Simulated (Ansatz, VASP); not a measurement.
## MnO in VASP and in Ansatz

Contents of INCAR:

```
  PREC = Accurate
  ENCUT = 520
  EDIFF = 1E-6
  ISMEAR = 0
  SIGMA = 0.011
  LREAL = F
  LASPH = T
  NELM = 150
  ALGO = Normal
  ISIF = 2
  LWAVE = F
  LCHARG = T
  ISPIN = 2
  MAGMOM = 4 0
  LORBIT = 11
  LMAXMIX = 4
  GGA = PE
  LELF = T
  LVHAR = T
  NBANDS = 20
```

Contents of KPOINTS:

```
Automatic mesh
0
Gamma
  9 9 9
```

POSCAR

```
MnO
1.0
    2.9712935166     -1.7169813801      0.0000000000
    2.9712935166      1.7169813801      0.0000000000
   -1.9846287531      0.0000000000      2.8103092467
Mn O
1 1
Direct
    0.5001990000      0.5001990000      0.5006650000
    0.7498025000      0.7498025000      0.2493360000
```

File input.yaml:

```yaml
crystal:
  lattice:
    - [2.9712935166, -1.7169813801, 0.0]
    - [2.9712935166, 1.7169813801, 0.0]
    - [-1.9846287531, 0.0, 2.8103092467]
  atoms:
    - { symbol: Mn, position: [0.500199, 0.500199, 0.500665], spin: 4.0 }
    - { symbol: O, position: [0.7498025, 0.7498025, 0.249336] }
hamiltonian:
  xc: pbe
  pseudopotentials: { kind: paw }
magnetization:
  spin_polarized: true
kpoints:
  mp_grid: { grid: [9, 9, 9] }
scf:
  occupations: { method: gaussian, width: 0.011 }
output:
  forces: true
  stress: true
  eigenvalues: true
  write_density: true
  write_potential: true
  elf: true
  volumetric_format: npy
```

The cell comes from a database or a generator and needn't be the stable form of this composition.

Alike in both runs: task single point; functional PBE; k mesh 9 × 9 × 9; occupations gaussian, width 0.011 eV; collinear spin.

|  | VASP | Ansatz |
| --- | --- | --- |
| version | VASP 6.6.1 | Ansatz 0.2.0 |
| potentials or method | VASP PAW PBE potentials, release 64 (Mn_pv, O) | Ansatz PAW |
| plane-wave cutoff (eV) | 520 | 420 |
| valence electrons in the cell | 19 | 21 |

```csv
,VASP,Ansatz,Ansatz less VASP
gap on the k mesh at the Fermi level (eV),none,none,-
pressure (GPa),-3.6,-3.9,-0.25
largest component of the traceless stress (GPa),0.13,0.13,-0.001
net moment per atom (μB),2.50,2.50,0.000
size of the moment on the site where the two differ most (μB),4.44,4.02,-0.422
```

Site moments also hang on the region over which each program counts them. A gap of «none» marks a metal or a gap that the smearing closes. The two sets of potentials don't hold the same shells in valence.

Caveats: a cell with one magnetic atom can't hold antiferromagnetic order, which such compounds often take; semilocal functionals often make such compounds metallic where correlation or magnetic order opens a gap, which also shifts bond lengths; the pressure holds a Pulay correction of +0.5 GPa for the finite cutoff (Ansatz).
